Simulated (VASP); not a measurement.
Input of a VASP 6.6.1 run:

Contents of INCAR:

```
SYSTEM = Au
PREC = Accurate ; ENCUT = 600
EDIFF = 1E-6 ; ISMEAR = -1
SIGMA = 0.05 ; LREAL = .FALSE.
LASPH = .TRUE. ; NELM = 60
ALGO = Normal ; ISIF = 2
LWAVE = .FALSE. ; LCHARG = .FALSE.
LDIPOL = .TRUE. ; IDIPOL = 3
DIPOL = 0.5 0.5 0.294 ; GGA = PE
```

The input KPOINTS:

```
Automatic mesh
0
G
  10 10 1
  0 0 0
```

POSCAR

```
Au
1.0
    2.6622700000      0.0000000000      0.0000000000
    0.0000000000      2.6617000000      0.0000000000
    0.0000000000      0.0000000000     23.8000000000
Au
1
Direct
    0.0000000000      0.5000000000      0.2941200000
```

Potentials or basis: VASP PAW PBE potentials, release 54 (Au).

The run is started by

```bash
$ cat potpaw_PBE.54/Au/POTCAR > POTCAR
$ mpirun -np 1 vasp_std > vasp.out
```

(1) Estimate the band gap on the k mesh.

## Answers

(1) none (metal or under the smearing width).
